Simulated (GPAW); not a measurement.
# free-standing square Fe monolayer, spacing 2.671 A: exchange couplings by hand from total energies

Can a spin model with one coupling foretell the energy of a further order of free-standing square Fe monolayer, spacing 2.671 A?

Calculated with GPAW 26.7.0; PBE; plane waves with GPAW's PAW setups, scalar-relativistic.

**1. Starting point**

The cell holds 1 atom: 1 Fe. Its edges and angles: a = 2.671 Å, b = 2.671 Å, c = 14.000 Å, α = 90.0°, β = 90.0°, γ = 90.0°. model lattice. Vacuum lies along c.

Coordinates:

```
Fe
1.0
     2.67100    0.00000    0.00000
     0.00000    2.67100    0.00000
     0.00000    0.00000   14.00000
Fe
1
Direct
  0.00000 0.00000 0.50000
```

**2. The parallel order**

All energies count from this run.

File order1.py:

```python
import json
import numpy as np
from ase import Atoms
from ase.parallel import paropen, parprint
from gpaw import GPAW

atoms = Atoms(['Fe'],
    cell=[[2.671, 0.0, 0.0],
         [0.0, 2.671, 0.0],
         [0.0, 0.0, 14.0]],
    scaled_positions=[[0.0, 0.0, 0.5]],
    pbc=True,
    magmoms=[2.8])
atoms.calc = GPAW(mode={'name': 'pw', 'ecut': 550},
    xc='PBE',
    kpts={'size': (10, 10, 1), 'gamma': True},
    occupations={'name': 'fermi-dirac', 'width': 0.1},
    convergence={'density': 1e-05, 'energy': 1e-05},
    maxiter=200,
    symmetry={'tolerance': 1e-4},
    txt='order1.txt')
e = atoms.get_potential_energy(force_consistent=True)
res = {'free_energy': e, 'energy_sigma0': atoms.get_potential_energy(), 'fermi_energy': atoms.calc.get_fermi_level()}
res['moments'] = atoms.get_magnetic_moments().tolist()
res['total'] = atoms.get_magnetic_moment()
parprint('site moments (muB):', np.round(res['moments'], 3))
parprint(f"total moment: {res['total']:.3f} muB")
parprint(f'free energy: {e:.6f} eV')
atoms.calc.write('order1.gpw')
n = atoms.calc.get_pseudo_density()
up, down = (atoms.calc.get_pseudo_density(spin=i) for i in (0, 1))
np.savez('grids.npz', density=n, spin=up - down)
with paropen('results.json', 'w') as f:
    json.dump(res, f)
```

Launch:

```
$ OMP_NUM_THREADS=1 python3 order1.py > order1.log
```

The log of the run:

```text
site moments (muB): [3.034]
total moment: 3.215 muB
free energy: -6.769967 eV

--- order1.txt ---
Input parameters:
  mode=PW(ecut=550),
  convergence={'density': 1e-05, 'energy': 1e-05},
  kpts=MonkhorstPack(size=(10, 10, 1), gamma=True),
  maxiter=200,
  occupations=Occupations(name='fermi-dirac', width=0.1),
  symmetry=Symmetry(tolerance=0.0001),
  xc=XC(name='PBE')

Diagonalizing LCAO Hamiltonian
[...]
|          3 |        -4.192 |     1.000 |        -1.626 |     0.002 |
|          4 |        -4.192 |     1.000 |        -1.209 |     0.000 |
|          5 |        -3.735 |     1.000 |        -1.209 |     0.000 |
|          6 |        -1.992 |     0.056 |        -0.244 |     0.000 |
|          7 |         1.350 |     0.000 |         1.445 |     0.000 |
|          8 |         2.468 |     0.000 |         2.469 |     0.000 |

No gap
No difference between direct/indirect transitions


[key lines of the parts left out:]
Free energy:      -6.769967
Converged in 13 steps
dipole moment: (-6.458023, -6.458023, -0.000069)  # |e|*Ang
Fermi level: -2.275
```

It took 9.8 s on 1 MPI rank of AMD EPYC 9R45, shared host; peak memory 0.18 GiB.

Spin moment in the augmentation sphere by atom:

```
atom  spin moment in the augmentation sphere (μB)
 Fe1                                         3.03
```

Read from the output:

* magnetization: 3.215 μB
* final state: ferromagnetic

After 13 cycles the largest moment stands at 3.03 μB.

**3. The orders used for the fit**

The other orders were run with the same settings, on meshes that hold the same points. Free energies (smearing 0.1 eV, its entropy term included) are divided by the number of Fe atoms; q is in fractions of the reciprocal vectors of the first run's cell.

```
              order  atoms     mesh  free energy (eV)  eV per Fe  largest moment (μB)
                F +      1  10×10×1           -6.7700    -6.7700                 3.03
AF q=(1/2,1/2,0) +-      2   5×10×1          -13.0012    -6.5006                 2.89
```

**4. Counting neighbours**

With E = −Σ J e_i·e_j over ordered pairs of unit vectors, turning a neighbour from parallel to opposed costs 2J a Fe atom. So an order lies 2 Σ n J over the parallel one, n being the opposed neighbours in each shell.

```
shell  distance (Å)  neighbours  opposed in AF q=(1/2,1/2,0) +-  opposed in AF q=(0,1/2,0) +-
   J1          2.67           4                               4                             2
   J2          3.78           4                               0                             4
```

Only J1 is kept.

**5. Solving**

```
2 × 4 × J1 = +269.34 meV    (AF q=(1/2,1/2,0) +-)
J1 = +33.67 meV
```

**6. The test**

The couplings now give the orders that were left out:

```
2 × 2 × (+33.67) = +134.68 meV    (AF q=(0,1/2,0) +-)
```

The runs themselves:

```
            order  atoms    mesh  free energy (eV)  eV per Fe  largest moment (μB)  over the parallel order (meV)  foretold (meV)
AF q=(0,1/2,0) +-      2  10×5×1          -13.1879    -6.5939                 2.93                        +176.03         +134.68
```

**7. One more shell**

The miss asks for the next shell, which takes one more order into the fit and leaves none for a test.

```
2 × 4 × J1 = +269.34 meV    (AF q=(1/2,1/2,0) +-)
2 × 2 × J1 + 2 × 4 × J2 = +176.03 meV    (AF q=(0,1/2,0) +-)
J1 = +33.67 meV
J2 = +5.17 meV
```

**8. Summary of results**

```
J1 (Fe–Fe at 2.67 Å)                : 33.7 meV
largest miss on the orders left out : 41 meV
J1 with 2 shells                    : 33.7 meV
J2 with 2 shells                    : 5.17 meV
```

**Reading.** The model misses the order left out by 41 meV, 15 % of the span of the orders, so it holds only roughly. With the next shell added the couplings are J1 = +33.67 and J2 = +5.17 meV, untested. The first dropped shell that the test feels is J2 at 3.78 Å. The site moments spread by 4.7 % over the orders. In a metal couplings reach far, and the mesh was not tested. The couplings are effective ones: further shells with opposed neighbours are folded into them or show in the miss. No mean-field temperature is given: it needs a model that holds, an unfrustrated order and couplings in all three dimensions.

[Logs and program files are shortened in this print: banners, set-up blocks, solver, clock and traceback lines can be left out without a mark of their own.]

[Logs are printed without paths, hosts, clocks, repeated set-up lines and the standing remarks that a program may print on its own settings, such as how far it seeks lower states.]

[Hosts, paths, dates, database ids (printed as entryN), source tags and the programs' standing remarks are cut or masked in the printed files.]

[Where a cell is said to come from a database of computed structures, the database is the Materials Project.]
